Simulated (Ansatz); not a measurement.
Ti:

```
Ti
1.0
     0.00000    2.03000    2.03000
     2.03000    0.00000    2.03000
     2.03000    2.03000    0.00000
Ti
1
Direct
  0.00000 0.00000 0.00000
```

This isn't the form of Ti at room conditions, which is hcp.

- Program: Ansatz 0.2.0
- Task: single point
- Functional: PBE
- Potentials or basis: all-electron LAPW, scalar-relativistic
- Cutoff: 225 eV (chosen from the basis error)
- Basis error allowed: 0.001 eV/atom
- k mesh: 11 × 11 × 11
- Occupations: fermi-dirac, width 0.05 eV
- Spin: no spin polarisation

On this cell: pressure 4.2 GPa; band gap on the k mesh none (metal or under the smearing width).

The same run follows on a disturbed copy (cell strained at random at fixed volume):

```
CELL_PARAMETERS angstrom
0.02177 1.99869 2.03132
2.00646 0.00299 2.05009
2.03951 2.05051 -0.03005
ATOMIC_POSITIONS crystal
Ti 0.98433 0.00381 0.00663
```

What changes?

The energy (extrapolated to zero smearing) moves by +5.9 meV/atom; pressure 4.3 GPa; band gap on the k mesh none (metal or under the smearing width).

Stress tensor (GPa, compression positive):
```
 4.85 -1.87  0.19
-1.87  4.60  1.54
 0.19  1.54  3.43
```
